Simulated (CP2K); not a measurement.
# LiH (Fm-3m) in CP2K: density of states with LDA

Aim: the density of states of LiH with LDA.

Program: CP2K 2026.2. These are calculated values, not measurements. Logs are shortened: lines on timing, memory, paths and dates and some standing lists are left out, and cuts for length are marked.

## (1) The cell of the first run

It takes space group Fm-3m (No. 225, cubic). The conventional cell has a = 4.074 Å, b = 4.074 Å, c = 4.074 Å, α = 90.00°, β = 90.00°, γ = 90.00°. Li (site symmetry m-3m) is surrounded by 6 H at 2.04 Å. H (site symmetry m-3m) is surrounded by 6 Li at 2.04 Å.

## (2) Density of states, LDA (the cell as VASP's run set it)

lih_dos.inp reads:

```
&GLOBAL
  PROJECT lih_dos
  RUN_TYPE ENERGY_FORCE
  PRINT_LEVEL LOW
&END GLOBAL
&FORCE_EVAL
  METHOD QS
  STRESS_TENSOR ANALYTICAL
  &DFT
    BASIS_SET_FILE_NAME BASIS_MOLOPT_UZH
    POTENTIAL_FILE_NAME GTH_POTENTIALS
    &MGRID
      CUTOFF 550
      REL_CUTOFF 60
      NGRIDS 5
    &END MGRID
    &QS
      METHOD GPW
      EPS_DEFAULT 1.0E-10
    &END QS
    &KPOINTS
      SCHEME MONKHORST-PACK 7 7 7
      GAMMA_CENTERED T
      SYMMETRY T
      SYMMETRY_BACKEND SPGLIB
    &END KPOINTS
    &SCF
      SCF_GUESS ATOMIC
      EPS_SCF 1.0E-6
      MAX_SCF 100
      ADDED_MOS 22
      CHOLESKY OFF
      EPS_EIGVAL 1.0E-7
      &DIAGONALIZATION ON
        ALGORITHM STANDARD
      &END DIAGONALIZATION
      &MIXING ON
        METHOD BROYDEN_MIXING
        ALPHA 0.4
        BETA 1.5
        NBUFFER 8
      &END MIXING
      &SMEAR ON
        METHOD GAUSSIAN
        SIGMA [eV] 0.05
      &END SMEAR
    &END SCF
    &XC
      &XC_FUNCTIONAL
        &LDA_X
        &END LDA_X
        &LDA_C_PW
        &END LDA_C_PW
      &END XC_FUNCTIONAL
    &END XC
    &PRINT
      &KPOINTS ON
      &END KPOINTS
      &MULLIKEN ON
      &END MULLIKEN
      &MO ON
        ENERGIES T
        OCCUPATION_NUMBERS T
        &EACH
          QS_SCF 0
        &END EACH
        ADD_LAST NUMERIC
      &END MO
      &E_DENSITY_CUBE ON
        STRIDE 2
      &END E_DENSITY_CUBE
      &V_HARTREE_CUBE ON
        STRIDE 2
      &END V_HARTREE_CUBE
      &ELF_CUBE ON
        STRIDE 2
      &END ELF_CUBE
      &DOS ON
        &CURVE
          ENERGY_UNIT EV
          ENERGY_ZERO ABSOLUTE
          &BROADEN
            TYPE GAUSSIAN
            WIDTH [eV] 0.1
          &END BROADEN
        &END CURVE
        DELTA_E 0.001837
      &END DOS
    &END PRINT
  &END DFT
  &SUBSYS
    &CELL
      A 4.0735000000 0.0000000000 0.0000000000
      B 0.0000000000 4.0735000000 0.0000000000
      C 0.0000000000 0.0000000000 4.0735000000
      PERIODIC XYZ
    &END CELL
    &COORD
      SCALED
      Li  0.0000000000 0.0000000000 0.0000000000
      Li  0.0000000000 0.5000000000 0.5000000000
      Li  0.5000000000 0.0000000000 0.5000000000
      Li  0.5000000000 0.5000000000 0.0000000000
      H   0.5000000000 0.0000000000 0.0000000000
      H   0.0000000000 0.5000000000 0.0000000000
      H   0.0000000000 0.0000000000 0.5000000000
      H   0.5000000000 0.5000000000 0.5000000000
    &END COORD
    &KIND Li
      BASIS_SET TZVP-MOLOPT-PBE-GTH-q3
      POTENTIAL GTH-PADE-q3
    &END KIND
    &KIND H
      BASIS_SET TZVP-MOLOPT-PBE-GTH-q1
      POTENTIAL GTH-PADE-q1
    &END KIND
    &PRINT
      &ATOMIC_COORDINATES ON
      &END ATOMIC_COORDINATES
      &CELL ON
      &END CELL
    &END PRINT
  &END SUBSYS
  &PRINT
    &FORCES ON
    &END FORCES
    &STRESS_TENSOR ON
    &END STRESS_TENSOR
  &END PRINT
&END FORCE_EVAL
```

Potentials or basis: GTH_POTENTIALS Li GTH-PADE-q3, H GTH-PADE-q1; TZVP-MOLOPT-PBE-GTH basis.

Launch:

```
$ OMP_NUM_THREADS=1 cp2k.psmp -i lih_dos.inp -o lih_dos.out
```

lih_dos.out:

```text

 CP2K| version string:                                       CP2K version 2026.2
 CP2K| Input file name                                               lih_dos.inp

 GLOBAL| Force Environment number                                              1
 GLOBAL| Basis set file name                                    BASIS_MOLOPT_UZH
 GLOBAL| Potential file name                                      GTH_POTENTIALS
 GLOBAL| MM Potential file name                                     MM_POTENTIAL
 GLOBAL| Coordinate file name                                      __STD_INPUT__
 GLOBAL| Method name                                                        CP2K
 GLOBAL| Project name                                                    lih_dos
 GLOBAL| Run type                                                   ENERGY_FORCE
 GLOBAL| FFT library                                                       FFTW3
[... 5 lines left out ...]
 GLOBAL| Global print level                                                  LOW
 GLOBAL| Total number of message passing processes                             1
 GLOBAL| Number of threads for this process                                    1
 GLOBAL| CPU model name                                                  UNKNOWN

 CELL| Volume [angstrom^3]:                                            67.593224
 CELL| Vector a [angstrom]:       4.074     0.000     0.000   |a| =     4.073500
 CELL| Vector b [angstrom]:       0.000     4.074     0.000   |b| =     4.073500
 CELL| Vector c [angstrom]:       0.000     0.000     4.074   |c| =     4.073500
 CELL| Angle (b,c), alpha [degree]:                                    90.000000
 CELL| Angle (a,c), beta  [degree]:                                    90.000000
 CELL| Angle (a,b), gamma [degree]:                                    90.000000
 CELL| Numerically orthorhombic:                                             YES
 CELL| Periodicity                                                           XYZ

 CELL_REF| Volume [angstrom^3]:                                        67.593224
 CELL_REF| Vector a [angstrom     4.074     0.000     0.000   |a| =     4.073500
 CELL_REF| Vector b [angstrom     0.000     4.074     0.000   |b| =     4.073500
 CELL_REF| Vector c [angstrom     0.000     0.000     4.074   |c| =     4.073500
 CELL_REF| Angle (b,c), alpha [degree]:                                90.000000
 CELL_REF| Angle (a,c), beta  [degree]:                                90.000000
 CELL_REF| Angle (a,b), gamma [degree]:                                90.000000
 CELL_REF| Numerically orthorhombic:                                         YES
 CELL_REF| Periodicity                                                       XYZ

[... 8 lines left out ...]
 TOTAL NUMBERS AND MAXIMUM NUMBERS

  Total number of            - Atomic kinds:                                   2
                             - Atoms:                                          8
                             - Shell sets:                                     8
                             - Shells:                                        36
                             - Primitive Cartesian functions:                 40
                             - Cartesian basis functions:                     52
                             - Spherical basis functions:                     52

  Maximum angular momentum of- Orbital basis functions:                        1
                             - Local part of the GTH pseudopotential:          6

 MODULE QUICKSTEP: ATOMIC COORDINATES IN ANGSTROM

   Atom Kind Element         X             Y             Z       Z(eff)     Mass
      1    1 Li    3      0.000000      0.000000      0.000000   3.0000   6.9410
      2    1 Li    3      0.000000      2.036750      2.036750   3.0000   6.9410
      3    1 Li    3      2.036750      0.000000      2.036750   3.0000   6.9410
      4    1 Li    3      2.036750      2.036750      0.000000   3.0000   6.9410
      5    2 H     1      2.036750      0.000000      0.000000   1.0000   1.0079
      6    2 H     1      0.000000      2.036750      0.000000   1.0000   1.0079
      7    2 H     1      0.000000      0.000000      2.036750   1.0000   1.0079
      8    2 H     1      2.036750      2.036750      2.036750   1.0000   1.0079

 SCF PARAMETERS         Density guess:                                    ATOMIC
                        --------------------------------------------------------
                        max_scf:                                             100
[... 7 lines left out ...]
                        --------------------------------------------------------
                        level_shift [a.u.]:                             0.000000
                        added MOs                                        22    0
                        --------------------------------------------------------
                        Mixing method:                            BROYDEN_MIXING
                                                charge density mixing in g-space
                        --------------------------------------------------------
[... 21 lines left out ...]
 BRILLOUIN|     3           0.06997       -0.42857       -0.42857       -0.14286
 BRILLOUIN|     4           0.03499       -0.42857       -0.42857        0.00000
 BRILLOUIN|     5           0.06997       -0.42857       -0.28571       -0.28571
 BRILLOUIN|     6           0.13994       -0.42857       -0.28571       -0.14286
[... 12 lines left out ...]
 BRILLOUIN|    19           0.01749       -0.14286        0.00000        0.00000
 BRILLOUIN|    20           0.00292        0.00000        0.00000        0.00000
 *******************************************************************************

 Extrapolation method: initial_guess

 Number of electrons:                                                         16
 Number of occupied orbitals:                                                  8
 Number of molecular orbitals:                                                30

 Number of orbital functions:                                                 52
 Number of independent orbital functions:                                     52

 SCF WAVEFUNCTION OPTIMIZATION

  Step     Update method      Time    Convergence         Total energy    Change
  ------------------------------------------------------------------------------
     1 NoMix/Diag. 0.40E+00    3.3     0.71336053       -32.1411205672 -3.21E+01
     2 Broy./Diag. 0.40E+00    2.9     0.06654646       -31.6081540827  5.33E-01
     3 Broy./Diag. 0.40E+00    2.9     0.15485824       -31.8683528511 -2.60E-01
     4 Broy./Diag. 0.40E+00    2.9     0.00880093       -31.9169361606 -4.86E-02
     5 Broy./Diag. 0.40E+00    2.9     0.00498758       -31.9001931284  1.67E-02
     6 Broy./Diag. 0.40E+00    2.9     0.00162410       -31.8959200130  4.27E-03
     7 Broy./Diag. 0.40E+00    2.9     0.00043146       -31.8933662422  2.55E-03
     8 Broy./Diag. 0.40E+00    2.9     0.00027751       -31.8927264841  6.40E-04
     9 Broy./Diag. 0.40E+00    2.9     0.00002545       -31.8926379030  8.86E-05
    10 Broy./Diag. 0.40E+00    2.8     0.00002426       -31.8925292270  1.09E-04
    11 Broy./Diag. 0.40E+00    2.9     0.00000031       -31.8925254745  3.75E-06

  *** SCF run converged in    11 steps ***

  Electronic density on regular grids:        -15.9999999999        0.0000000001
  Core density on regular grids:               15.9999999976       -0.0000000024
  Total charge density on r-space grids:       -0.0000000023
  Total charge density g-space grids:          -0.0000000023

  Overlap energy of the core charge distribution:               0.00000000000000
  Self energy of the core charge distribution:                -31.03042709512659
  Core Hamiltonian energy:                                      3.13091137143343
  Hartree energy:                                               4.30610784375921
  Exchange-correlation energy:                                 -8.29911759461103
  Smearing free energy correction:                             -0.00000000000000
  Fermi energy:                                                 0.04222493033432

  Total energy:                                               -31.89252547454499
  Total energy (extrapolated to sigma->0):                    -31.89252547454499

 MO| EIGENVALUES AND OCCUPATION NUMBERS FOR K POINT 1
 MO|
 MO|  Index      Eigenvalue [a.u.]        Eigenvalue [eV]             Occupation
 MO|      1              -1.613709             -43.911259               2.000000
 MO|      2              -1.613600             -43.908298               2.000000
 MO|      3              -1.613600             -43.908298               2.000000
 MO|      4              -1.613600             -43.908298               2.000000
 MO|      5              -0.120772              -3.286377               2.000000
 MO|      6              -0.109351              -2.975588               2.000000
[... 503 lines left out ...]
 MO|     29               1.577246              42.919041               0.000000
 MO|     30               1.577246              42.919041               0.000000
 MO| Sum:                                                              16.000000
 MO| E(Fermi):            0.042225 a.u.          1.148999 eV
 MO| Band gap:            0.195686 a.u.          5.324882 eV

 [... the levels of further k-points ...]

   Calculate DOS at iteration step                                   0
   Using a  7  7  7 MONKHORST-PACK grid

   Calculate DOS at iteration step                                   0
   Using a  7  7  7 MONKHORST-PACK grid

 The electron density is written in Cube    file format to the file:

 lih_dos-ELECTRON_DENSITY-1_0.cube

 !-----------------------------------------------------------------------------!
                     Mulliken Population Analysis

 #  Atom  Element  Kind  Atomic population                           Net charge
       1     Li       1          2.575572                              0.424428
       2     Li       1          2.575572                              0.424428
       3     Li       1          2.575572                              0.424428
       4     Li       1          2.575572                              0.424428
       5     H        2          1.424428                             -0.424428
       6     H        2          1.424428                             -0.424428
       7     H        2          1.424428                             -0.424428
       8     H        2          1.424428                             -0.424428
 # Total charge                             16.000000                  0.000000

 !-----------------------------------------------------------------------------!

               ----- ELF is computed on the real space grid -----

 ELF is written in Cube    file format to the file:

 lih_dos-ELF_S1-1_0.cube

 ENERGY| Total FORCE_EVAL ( QS ) energy [hartree]            -31.892530068173862

 FORCES| Atomic forces [hartree/bohr]
 FORCES|   Atom     x               y               z               |f|
 FORCES|      1  4.65559100E-11  4.67207197E-11  4.65087031E-11   8.07052531E-11
 FORCES|      2  4.65827864E-11  4.67424384E-11  4.66551285E-11   8.08177738E-11
 FORCES|      3  4.66690205E-11  4.67203930E-11  4.65356017E-11   8.07858579E-11
 FORCES|      4  4.66034598E-11  4.68323556E-11  4.65440913E-11   8.08177235E-11
 FORCES|      5  3.74993600E-12  3.68313979E-12  3.85218332E-12   6.51665980E-12
 FORCES|      6  3.79883010E-12  3.62107448E-12  3.83586495E-12   6.50055001E-12
 FORCES|      7  3.80127629E-12  3.66928121E-12  3.78897760E-12   6.50151346E-12
 FORCES|      8  3.76074253E-12  3.62713482E-12  3.80156877E-12   6.46151812E-12
 FORCES| Sum     2.01521962E-10  2.01616537E-10  2.01522119E-10
 FORCES| Total atomic force                                       3.49100979E-10

 STRESS| Analytical stress tensor [bar]
 STRESS|                        x                   y                   z
 STRESS|      x       -3.94570104739E+04   6.31403215836E-05   6.29585699359E-05
 STRESS|      y        6.31403215836E-05  -3.94570104742E+04   6.31281224478E-05
 STRESS|      z        6.29585699359E-05   6.31281224478E-05  -3.94570104739E+04
 STRESS| 1/3 Trace                                            -3.94570104740E+04
 STRESS| Determinant                                          -6.14288706966E+13

 STRESS| Eigenvectors and eigenvalues of the analytical stress tensor [bar]
 STRESS|                        1                   2                   3
 STRESS| Eigenvalues  -3.94570105373E+04  -3.94570105369E+04  -3.94570103479E+04
 STRESS|      x          -0.417666771453     -0.701118996030      0.577915756344
 STRESS|      y           0.816859911555     -0.011233168435      0.576726712422
 STRESS|      z          -0.397862228565      0.712955797601      0.577407722280
```

It took 42 s on 1 thread of Arm Neoverse V1, shared host; peak memory 0.34 GiB.

What came out:

```yaml
Free_energy: -867.8399 eV
Pressure: -3.9 GPa
Band_gap_on_the_k_mesh: 2.81 eV
Mulliken_charges: Li +0.42; H -0.42 e
```

Levels at points of the mesh, in eV from the valence-band top:
| k point | band 4 | band 5 | band 6 | band 7 | band 8 | band 9 | band 10 | band 11 | band 12 | band 13 |
| --- | --- | --- | --- | --- | --- | --- | --- | --- | --- | --- |
| (0.00, 0.00, 0.00) | -43.47 | -5.39 | 0.00 | 0.00 | 0.00 | 2.81 | 2.81 | 2.81 | 12.19 | 12.19 |

States per cell in windows of 1 eV (zero at the valence-band top; states under -8 eV left out):
```
from (eV)  total
     -8.0   0.00
     -7.0   0.00
     -6.0   0.15
     -5.0   0.89
     -4.0   1.45
     -3.0   1.99
     -2.0   1.73
     -1.0   1.77
      0.0   0.03
      1.0   0.00
      2.0   0.03
      3.0   0.36
      4.0   2.16
      5.0   1.54
      6.0   1.72
      7.0   1.40
```

Caveat: Mulliken charges move with the basis; an odd mesh through Γ misses points on the zone boundary, where band edges often lie; the basis of atomic orbitals isn't converged, which shifts pressures, moduli and gaps.
